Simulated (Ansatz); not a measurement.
# Two Ansatz runs on Zr

The cell is COD entry 9008523, as deposited and not checked against the literature; nothing was relaxed. The listed cell was then made from it by scaling, straining or moving an atom.

First run: DFT, PBEsol, PAW with Ansatz's default frozen-core files, scalar-relativistic (Ansatz 0.2.0).

Command: `ansatz run input.yaml --threads 1 --pin off --max-ram 2048MiB --backend cpu --events-out ev --progress --plain --runs-dir out` The run took 4.2 s on 1 thread of Arm Neoverse V1, with other jobs on the host, peak memory 0.37 GiB.

```yaml
crystal:
  lattice:
    - [3.1883172162, 0.0, 0.0]
    - [-1.5941586081, 2.7611637045, 0.0]
    - [0.0, 0.0, 5.0774374186]
  atoms:
    - { symbol: Zr, position: [0.3333333333, 0.6666666667, 0.25] }
    - { symbol: Zr, position: [0.6666666667, 0.3333333333, 0.75] }
kpoints:
  mp_grid: { grid: [13, 13, 7] }
scf:
  occupations: { method: fermi_dirac, width: 0.03 }
hamiltonian:
  xc: pbesol
  pseudopotentials: { kind: paw }
output:
  forces: true
  stress: true
  eigenvalues: true
  efg: { contact_densities: true }
```

Result: converged; pressure 0.54 GPa; no gap on the k mesh; 6 SCF iterations.

The input is then changed:

```diff
@@ -12,5 +12,5 @@
   occupations: { method: fermi_dirac, width: 0.03 }
 hamiltonian:
-  xc: pbesol
+  xc: lda
   pseudopotentials: { kind: paw }
 output:
@@ -19,3 +19,10 @@
   eigenvalues: true
   efg: { contact_densities: true }
+  write_density: true
+  write_potential: true
+  elf: true
+  volumetric_format: npy
+accuracy: low
+basis:
+  xc_grid: 3
```

Problem. Predict the outcome of the changed run.

Solution. It converged; pressure -2.47 GPa; no gap on the k mesh; 6 SCF iterations. Some of these settings are too coarse for converged properties.

The results part of its log:

```
SCF 1 converged in 6 iterations: F = -8154.918147 eV  dr2 = 9.23e-9
  greatest PAW one-centre occupation: 0.998 electrons in one spin orbital (limit 2), on the Zr atom at site 1 (counted from 0), in its partial waves of l = 0
SCF converged after 6 iterations
Free energy (F): -8154.918147 eV
Harris-Foulkes:  -8154.918147 eV  (|F-HF|=6.56e-9)
Internal energy: -8154.910796 eV  (E = F + TS)
E sigma→0 (E₀):  -8154.914471 eV
Entropy (-TS):   -0.007351 eV (-3.676 meV/atom)
Fermi energy:    14.422363 eV
--- Per-component energies (eV) ---
  E_band       = -181.622557
  E_kinetic    = 668.018464
  E_local      = -1225.426692  (includes V_loc(G=0)·N_el)
  E_nonlocal   = 170.009761
  E_hartree    = 377.509197
  E_xc         = -321.020365
  E_vxc        = -381.320291  (∫ρ·V_xc dr)
  E_paw        = -5698.863726  (= ΣΔE_a)
  E_vpaw       = -167.919811  (= ΣTr[D̂ρ^β])
  E_aug_tail   = 0.000047  (compensation charges beyond the density's cutoff)
  E_ewald      = -2125.878283
  E_core_change = 0.740802  (= ΣΔE_core)
  E_smearing   = -0.007351  (= −TS)
  E_closure    = 0.000000  (closes the sum)
  Σ components = -8154.918147   (vs F -8154.918147, Δ=0.00e0)
--- Forces (eV/Å), atoms counted from 1 ---
  atom   1  Zr     0.00000000    -0.00000000     0.00000000
  atom   2  Zr     0.00000000     0.00000000     0.00000000
  max |Σ_I F_I| component: 9.25e-18 eV/Å
--- Stress (GPa, compression-positive) ---
       -2.807473       0.000000       0.000000
        0.000000      -2.807473       0.000000
        0.000000       0.000000      -1.787629
  P = ⅓ Tr σ = -2.4675 GPa (-24.675 kbar)
--- PAW observables at the nuclei: V_zz in 10²¹ V/m², potentials from the cell's mean, atoms counted from 1 ---
  atom   1  Zr V_zz =    +4.705106   η = 0.0000   by run symmetry: allowed
            electrostatic potential = -5929.397425 V   contact ρ = 488394.682408 e/Å³
  atom   2  Zr V_zz =    +4.705106   η = 0.0000   by run symmetry: allowed
            electrostatic potential = -5929.397425 V   contact ρ = 488394.682408 e/Å³
--- Band table (eV; the first three rows and the last of 84) ---
  k-point 0: bands = ["-34.2182", "-34.0323", "-12.8751", "-11.8754", "-11.8754", "-11.7133", "-11.7130", "-11.7130", "8.6905", "11.2551", "15.2432", "15.2432", "15.4106", "15.8146", "15.9745", "15.9745"]
  k-point 1: bands = ["-34.2092", "-34.0416", "-12.8215", "-11.8675", "-11.8675", "-11.7754", "-11.7211", "-11.7211", "8.8700", "11.2546", "15.1511", "15.1511", "15.2738", "15.4723", "15.8394", "15.8394"]
  k-point 2: bands = ["-34.1838", "-34.0679", "-12.6694", "-11.9465", "-11.8452", "-11.8452", "-11.7439", "-11.7439", "9.3733", "11.1645", "14.8123", "14.9293", "15.0440", "15.0440", "15.5406", "15.5406"]
  k-point 83: bands = ["-34.0143", "-34.0103", "-12.6170", "-12.6084", "-12.3623", "-12.2844", "-11.9158", "-11.8975", "12.6158", "12.6959", "13.2864", "13.3009", "14.3774", "14.4933", "16.2679", "16.7476"]
```
